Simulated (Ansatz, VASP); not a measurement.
# One calculation of PbS, two programs

The input INCAR:

```
SYSTEM = PbS
PREC     = Accurate       ! precision mode
ENCUT    = 520            ! plane-wave cutoff, eV
EDIFF    = 1E-7           ! SCF threshold, eV
ISMEAR   = -1             ! smearing method
SIGMA    = 0.02           ! smearing width, eV
LREAL    = .False.        ! projectors in reciprocal space
LASPH    = .True.         ! aspherical terms in the spheres
NELM     = 100            ! most SCF steps
ALGO     = Normal         ! electronic algorithm
ISIF     = 2              ! what is computed and relaxed
LWAVE    = .False.        ! write WAVECAR
LCHARG   = .False.        ! write CHGCAR
GGA      = PE             ! functional
NBANDS   = 28             ! bands
```

The input KPOINTS:

```
Automatic mesh
0
Gamma
  6 6 2
  0 0 0
```

POSCAR

```
PbS
1.0
    4.1234513027      0.0000000000      0.0000000000
   -2.0617256514      3.5710135794      0.0000000000
    0.0000000000      0.0000000000      7.3337316350
Pb S
2 2
Direct
    0.0000000000      0.0000000000      0.0000000000
    0.0000000000      0.0000000000      0.5000000000
    0.3333333333      0.6666666667      0.2500000000
    0.6666666667      0.3333333333      0.7500000000
```

Input for Ansatz:

```yaml
crystal:
  lattice:
    - [4.1234513027, 0.0, 0.0]
    - [-2.0617256514, 3.5710135794, 0.0]
    - [0.0, 0.0, 7.333731635]
  atoms:
    - { symbol: Pb, position: [0.0, 0.0, 0.0] }
    - { symbol: Pb, position: [0.0, 0.0, 0.5] }
    - { symbol: S, position: [0.3333333333, 0.6666666667, 0.25] }
    - { symbol: S, position: [0.6666666667, 0.3333333333, 0.75] }
kpoints:
  mp_grid: { grid: [6, 6, 2] }
hamiltonian:
  xc: pbe
scf:
  occupations: { method: fermi_dirac, width: 0.02 }
  n_extra_bands: 5
output:
  forces: true
  stress: true
  eigenvalues: true
```

The cell was built by a generator and needn't be a form met in nature.

Alike in both runs: task single point; functional PBE; k mesh 6 × 6 × 2; occupations fermi-dirac, width 0.02 eV; no spin polarisation.

```csv
,VASP,Ansatz
version,VASP 6.6.1,Ansatz 0.2.0
potentials or method,"VASP PAW PBE potentials, release 64 (Pb_d, S)","plane waves, PAW"
plane-wave cutoff (eV),520,420
valence electrons in the cell,40,40
```

```csv
,VASP,Ansatz,Ansatz less VASP
pressure (GPa),0.9,0.9,+0.06
largest component of the traceless stress (GPa),0.19,0.19,-0.002
```

The functional is the same, so the differences come from potentials, cutoffs and numerics.

Caveats: the k mesh is coarse (spacing up to 0.43 Å⁻¹), so the values aren't converged. Spin-orbit coupling is left out, which matters for the levels of Pb.
